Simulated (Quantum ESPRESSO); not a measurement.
# GaAs (F-43m) in Quantum ESPRESSO: band structure with r2SCAN

Aim: the band structure of GaAs with r2SCAN.

Program: Quantum ESPRESSO 7.5. These are calculated values, not measurements. Logs are shortened: lines on timing, memory, paths and dates and some standing lists are left out, and cuts for length are marked.

**The experiment to reproduce.**

From “Evidence of valence band perturbations in GaAsN/GaAs(001): A combined variable-angle spectroscopic ellipsometry and modulated photoreflectance investigation”, 2008, arxiv:0805.2212, for a bulk crystal of GaAs at 300 K: band gap 1.412 ± 0.01 eV (direct).

How close the calculation comes is told below.

## (1) Starting point

It takes space group F-43m (No. 216, cubic). The conventional cell has a = 5.654 Å, b = 5.654 Å, c = 5.654 Å, α = 90.00°, β = 90.00°, γ = 90.00°. Around As (site symmetry -43m) lie 4 Ga at 2.45 Å. Ga (site symmetry -43m) is surrounded by 4 As at 2.45 Å.

## (2) Band structure, r2SCAN

pw.in reads:

```
&CONTROL
  calculation = 'scf'
  prefix = 'pwscf'
  outdir = './tmp'
  pseudo_dir = './pseudo'
  tprnfor = .true.
  tstress = .true.
  disk_io = 'low'
/
&SYSTEM
  ibrav = 0
  nat = 2
  ntyp = 2
  ecutwfc = 88
  nbnd = 15
  input_dft = 'r2scan'
  occupations = 'smearing'
  smearing = 'fd'
  degauss = 0.00367493
  nosym = .true.
/
&ELECTRONS
  conv_thr = 1d-08
  electron_maxstep = 120
  mixing_beta = 0.5
/
ATOMIC_SPECIES
As    74.9216 As_ONCV_PBE-1.2.upf
Ga    69.7230 Ga_ONCV_PBE-1.2.upf
CELL_PARAMETERS bohr
   0.0000000000    5.3419722954    5.3419722954
   5.3419722954    0.0000000000    5.3419722954
   5.3419722954    5.3419722954    0.0000000000
ATOMIC_POSITIONS bohr
As     8.0129584431    8.0129584431    8.0129584431
Ga     0.0000000000    0.0000000000    0.0000000000
K_POINTS automatic
6 6 6 0 0 0
```

bands.in reads:

```
&CONTROL
  calculation = 'bands'
  prefix = 'pwscf'
  outdir = './tmp'
  pseudo_dir = './pseudo'
  disk_io = 'low'
  verbosity = 'high'
/
&SYSTEM
  ibrav = 0
  nat = 2
  ntyp = 2
  ecutwfc = 88
  nbnd = 15
  input_dft = 'r2scan'
  occupations = 'smearing'
  smearing = 'fd'
  degauss = 0.00367493
  nosym = .true.
/
&ELECTRONS
  conv_thr = 1d-08
  electron_maxstep = 120
  mixing_beta = 0.5
  diago_full_acc = .true.
  startingwfc = 'random'
/
ATOMIC_SPECIES
As    74.9216 As_ONCV_PBE-1.2.upf
Ga    69.7230 Ga_ONCV_PBE-1.2.upf
CELL_PARAMETERS bohr
   0.0000000000    5.3419722954    5.3419722954
   5.3419722954    0.0000000000    5.3419722954
   5.3419722954    5.3419722954    0.0000000000
ATOMIC_POSITIONS bohr
As     8.0129584431    8.0129584431    8.0129584431
Ga     0.0000000000    0.0000000000    0.0000000000
K_POINTS crystal
60
 0.0000000000  0.0000000000  0.0000000000 1
 0.0625000000  0.0000000000  0.0625000000 1
 0.1250000000  0.0000000000  0.1250000000 1
 0.1875000000  0.0000000000  0.1875000000 1
 0.2500000000  0.0000000000  0.2500000000 1
 0.3125000000  0.0000000000  0.3125000000 1
 0.3750000000  0.0000000000  0.3750000000 1
 0.4375000000  0.0000000000  0.4375000000 1
 0.5000000000  0.0000000000  0.5000000000 1
 0.5000000000  0.0625000000  0.5625000000 1
 0.5000000000  0.1250000000  0.6250000000 1
 0.5000000000  0.1875000000  0.6875000000 1
 0.5000000000  0.2500000000  0.7500000000 1
 0.4375000000  0.3125000000  0.7500000000 1
 0.3750000000  0.3750000000  0.7500000000 1
 0.3375000000  0.3375000000  0.6750000000 1
 0.3000000000  0.3000000000  0.6000000000 1
 0.2625000000  0.2625000000  0.5250000000 1
 0.2250000000  0.2250000000  0.4500000000 1
 0.1875000000  0.1875000000  0.3750000000 1
 0.1500000000  0.1500000000  0.3000000000 1
 0.1125000000  0.1125000000  0.2250000000 1
 0.0750000000  0.0750000000  0.1500000000 1
 0.0375000000  0.0375000000  0.0750000000 1
 0.0000000000  0.0000000000  0.0000000000 1
 0.0625000000  0.0625000000  0.0625000000 1
 0.1250000000  0.1250000000  0.1250000000 1
 0.1875000000  0.1875000000  0.1875000000 1
 0.2500000000  0.2500000000  0.2500000000 1
 0.3125000000  0.3125000000  0.3125000000 1
 0.3750000000  0.3750000000  0.3750000000 1
 0.4375000000  0.4375000000  0.4375000000 1
 0.5000000000  0.5000000000  0.5000000000 1
 0.5250000000  0.4500000000  0.5250000000 1
 0.5500000000  0.4000000000  0.5500000000 1
 0.5750000000  0.3500000000  0.5750000000 1
 0.6000000000  0.3000000000  0.6000000000 1
 0.6250000000  0.2500000000  0.6250000000 1
 0.5833333333  0.2500000000  0.6666666667 1
 0.5416666667  0.2500000000  0.7083333333 1
 0.5000000000  0.2500000000  0.7500000000 1
 0.5000000000  0.2857142857  0.7142857143 1
 0.5000000000  0.3214285714  0.6785714286 1
 0.5000000000  0.3571428571  0.6428571429 1
 0.5000000000  0.3928571429  0.6071428571 1
 0.5000000000  0.4285714286  0.5714285714 1
 0.5000000000  0.4642857143  0.5357142857 1
 0.5000000000  0.5000000000  0.5000000000 1
 0.4821428571  0.4821428571  0.5357142857 1
 0.4642857143  0.4642857143  0.5714285714 1
 0.4464285714  0.4464285714  0.6071428571 1
 0.4285714286  0.4285714286  0.6428571429 1
 0.4107142857  0.4107142857  0.6785714286 1
 0.3928571429  0.3928571429  0.7142857143 1
 0.3750000000  0.3750000000  0.7500000000 1
 0.6250000000  0.2500000000  0.6250000000 1
 0.5937500000  0.1875000000  0.5937500000 1
 0.5625000000  0.1250000000  0.5625000000 1
 0.5312500000  0.0625000000  0.5312500000 1
 0.5000000000  0.0000000000  0.5000000000 1
```

Potentials or basis: SG15 PBE 1.2.

Command:

```
> OMP_NUM_THREADS=1 mpirun -n 2 pw.x -nk 2 -in pw.in > pw.out
> OMP_NUM_THREADS=1 mpirun -n 2 pw.x -nk 2 -in bands.in > bands.out
```

pw.out:

```text
This program is part of the open-source Quantum ESPRESSO suite
     for quantum simulation of materials; please cite
         "P. Giannozzi et al., J. Phys.:Condens. Matter 21 395502 (2009);
         "P. Giannozzi et al., J. Phys.:Condens. Matter 29 465901 (2017);
         "P. Giannozzi et al., J. Chem. Phys. 152 154105 (2020);
     in publications or presentations arising from this work. More details at

     IMPORTANT: XC functional enforced from input :
     Exchange-correlation= R2SCAN
                           (   0   0   0   0   0 497 498)
     Any further DFT definition will be discarded
     Please, verify this is what you really want

     K-points division:     npool     =       2
     Subspace diagonalization in iterative solution of the eigenvalue problem:
     a serial algorithm will be used

     G-vector sticks info
     --------------------
     sticks:   dense  smooth     PW     G-vecs:    dense   smooth      PW
     Sum        1393    1393    421                34015    34015    5577

     Using Slab Decomposition

     bravais-lattice index     =            0
     lattice parameter (alat)  =       7.5547  a.u.
     unit-cell volume          =     304.8842 (a.u.)^3
     number of atoms/cell      =            2
     number of atomic types    =            2
     number of electrons       =        18.00
     number of Kohn-Sham states=           15
     kinetic-energy cutoff     =      88.0000  Ry
     charge density cutoff     =     352.0000  Ry
     scf convergence threshold =      1.0E-08
     mixing beta               =       0.5000
     number of iterations used =            8  plain     mixing
     Exchange-correlation= R2SCAN
                           (   0   0   0   0   0 497 498)

     celldm(1)=   7.554690  celldm(2)=   0.000000  celldm(3)=   0.000000
     celldm(4)=   0.000000  celldm(5)=   0.000000  celldm(6)=   0.000000

     crystal axes: (cart. coord. in units of alat)
               a(1) = (   0.000000   0.707107   0.707107 )
               a(2) = (   0.707107   0.000000   0.707107 )
               a(3) = (   0.707107   0.707107   0.000000 )

     reciprocal axes: (cart. coord. in units 2 pi/alat)
               b(1) = ( -0.707107  0.707107  0.707107 )
               b(2) = (  0.707107 -0.707107  0.707107 )
               b(3) = (  0.707107  0.707107 -0.707107 )

     PseudoPot. # 1 for As read from file:
     As_ONCV_PBE-1.2.upf
     Pseudo is Norm-conserving, Zval =  5.0
     Generated using ONCVPSP code by D. R. Hamann
     Using radial grid of  602 points,  6 beta functions with:
                l(1) =   0
                l(2) =   0
                l(3) =   1
                l(4) =   1
                l(5) =   2
                l(6) =   2

     PseudoPot. # 2 for Ga read from file:
     Ga_ONCV_PBE-1.2.upf
     Pseudo is Norm-conserving, Zval = 13.0
     Generated using ONCVPSP code by D. R. Hamann
     Using radial grid of  602 points,  6 beta functions with:
                l(1) =   0
                l(2) =   0
                l(3) =   1
                l(4) =   1
                l(5) =   2
                l(6) =   2

     atomic species   valence    mass     pseudopotential
     As                5.00    74.92160     As( 1.00)
     Ga               13.00    69.72300     Ga( 1.00)

     No symmetry found

   Cartesian axes

     site n.     atom                  positions (alat units)
         1        As     tau(   1) = (   1.0606602   1.0606602   1.0606602  )
         2        Ga     tau(   2) = (   0.0000000   0.0000000   0.0000000  )

     number of k points=   112  Fermi-Dirac smearing, width (Ry)=  0.0037

     Number of k-points >= 100: set verbosity='high' to print them.

     Dense  grid:    34015 G-vectors     FFT dimensions: (  45,  45,  45)

     WARNING: libxc functional with ID  497 depends
      on external parameters: check the user_guide of
      QE if you need to modify them or to check their
      default values.

     WARNING: libxc functional with ID  498 depends
      on external parameters: check the user_guide of
      QE if you need to modify them or to check their
      default values.

     Initial potential from superposition of free atoms

     starting charge      17.8922, renormalised to      18.0000
     Starting wfcs are random

     Self-consistent Calculation

     iteration #  1     ecut=    88.00 Ry     beta= 0.50
     Davidson diagonalization with overlap
     ethr =  1.00E-02,  avg # of iterations = 11.4

     total energy              =    -142.67609969 Ry
     estimated scf accuracy    <     170.75964989 Ry

     iteration #  2     ecut=    88.00 Ry     beta= 0.50
     Davidson diagonalization with overlap
     ethr =  1.00E-02,  avg # of iterations =  1.0

     negative rho (up,down):  6.746E-07 0.000E+00

     total energy              =    -142.82941819 Ry
     estimated scf accuracy    <      58.09509395 Ry

     iteration #  3     ecut=    88.00 Ry     beta= 0.50
     Davidson diagonalization with overlap
     ethr =  1.00E-02,  avg # of iterations =  1.0

     total energy              =    -142.84037100 Ry
     estimated scf accuracy    <       1.86134809 Ry

     iteration #  4     ecut=    88.00 Ry     beta= 0.50
     Davidson diagonalization with overlap
     ethr =  1.00E-02,  avg # of iterations =  1.0

     total energy              =    -142.84138827 Ry
     estimated scf accuracy    <       0.01223139 Ry

     iteration #  5     ecut=    88.00 Ry     beta= 0.50
     Davidson diagonalization with overlap
     ethr =  6.80E-05,  avg # of iterations =  4.0

     total energy              =    -142.84144244 Ry
     estimated scf accuracy    <       0.00251340 Ry

     iteration #  6     ecut=    88.00 Ry     beta= 0.50
     Davidson diagonalization with overlap
     ethr =  1.40E-05,  avg # of iterations =  2.4

     total energy              =    -142.84144789 Ry
     estimated scf accuracy    <       0.00006388 Ry

     iteration #  7     ecut=    88.00 Ry     beta= 0.50
     Davidson diagonalization with overlap
     ethr =  3.55E-07,  avg # of iterations =  3.4

     total energy              =    -142.84144867 Ry
     estimated scf accuracy    <       0.00001019 Ry

     iteration #  8     ecut=    88.00 Ry     beta= 0.50
     Davidson diagonalization with overlap
     ethr =  5.66E-08,  avg # of iterations =  1.0

     total energy              =    -142.84144876 Ry
     estimated scf accuracy    <       0.00000009 Ry

     iteration #  9     ecut=    88.00 Ry     beta= 0.50
     Davidson diagonalization with overlap
     ethr =  4.85E-10,  avg # of iterations =  2.1

     total energy              =    -142.84144878 Ry
     estimated scf accuracy    <       0.00000001 Ry

     iteration # 10     ecut=    88.00 Ry     beta= 0.50
     Davidson diagonalization with overlap
     ethr =  7.36E-11,  avg # of iterations =  1.9

     total energy              =    -142.84144878 Ry
     estimated scf accuracy    <       0.00000010 Ry

     iteration # 11     ecut=    88.00 Ry     beta= 0.50
     Davidson diagonalization with overlap
     ethr =  7.36E-11,  avg # of iterations =  1.0

     End of self-consistent calculation

     Number of k-points >= 100: set verbosity='high' to print the bands.

     the Fermi energy is     7.3556 ev

!    total energy              =    -142.84144878 Ry
     estimated scf accuracy    <          1.1E-09 Ry
     smearing contrib. (-TS)   =      -0.00000216 Ry
     internal energy E=F+TS    =    -142.84144662 Ry

     The total energy is F=E-TS. E is the sum of the following terms:
     one-electron contribution =     -82.53332387 Ry
     hartree contribution      =      52.73163182 Ry
     xc contribution           =     -20.02963925 Ry
     ewald contribution        =     -93.01011532 Ry

     convergence has been achieved in  11 iterations

     Forces acting on atoms (cartesian axes, Ry/au):

     atom    1 type  1   force =     0.00000001   -0.00000006   -0.00000004
     atom    2 type  2   force =    -0.00000001    0.00000006    0.00000004

     Total force =     0.000000     Total SCF correction =     0.000000
     SCF correction compared to forces is large: reduce conv_thr to get better values

     Computing stress (Cartesian axis) and pressure

          total   stress  (Ry/bohr**3)                   (kbar)     P=       -1.47
  -0.00001000  -0.00000000  -0.00000000           -1.47       -0.00       -0.00
  -0.00000000  -0.00001000  -0.00000000           -0.00       -1.47       -0.00
  -0.00000000  -0.00000000  -0.00001000           -0.00       -0.00       -1.47

=------------------------------------------------------------------------------=
   JOB DONE.
=------------------------------------------------------------------------------=
```

Run time: 6.3 min. Hardware: 2 MPI ranks of Arm Neoverse V1, shared host; peak memory 0.3 GiB.

Results:

- Free energy: -1943.4569 eV
- Pressure: -0.1 GPa
- Band gap on the k mesh: 0.59 eV, direct
- Band gap along the path: 0.59 eV, direct

Levels at the corners of the path, in eV from the valence-band top:
```
point  band 6  band 7  band 8  band 9  band 10  band 11  band 12  band 13
    Γ  -13.38    0.00    0.00    0.00     0.59     3.88     3.88     3.88
    X  -10.71   -7.19   -2.84   -2.84     1.67     1.81    10.71    10.71
    W  -10.65   -7.01   -3.69   -3.51     4.86     5.09     5.72     6.39
    K  -10.75   -7.01   -4.03   -2.40     2.15     4.93     8.37     8.50
    Γ  -13.38    0.00    0.00    0.00     0.59     3.88     3.88     3.88
    L  -11.49   -6.97   -1.23   -1.23     1.10     4.91     4.91     8.26
    U  -10.75   -7.01   -4.03   -2.40     2.15     4.93     8.37     8.50
    W  -10.65   -7.01   -3.69   -3.51     4.86     5.09     5.72     6.39
    L  -11.49   -6.97   -1.23   -1.23     1.10     4.91     4.91     8.26
    K  -10.75   -7.01   -4.03   -2.40     2.15     4.93     8.37     8.50
    U  -10.75   -7.01   -4.03   -2.40     2.15     4.93     8.37     8.50
    X  -10.71   -7.19   -2.84   -2.84     1.67     1.81    10.71    10.71
```

Caveat: the potentials were made for another functional, which shifts forces and pressure.

## (3) Against experiment

Step 2. Against the measured gap of GaAs, 1.412 eV (direct; 300 K; “Evidence of valence band perturbations in GaAsN/GaAs(001): A combined variable-angle spectroscopic ellipsometry and modulated photoreflectance investigation”, 2008, arxiv:0805.2212), the calculated 0.59 eV is off by -0.82 eV. 3 values of this kind are on record (1.412 to 1.51 eV); this one was drawn at random among those near their median, those with a stated uncertainty first. Spin-orbit coupling on As, Ga is left out. The value is that of r2SCAN, without temperature or zero-point motion.
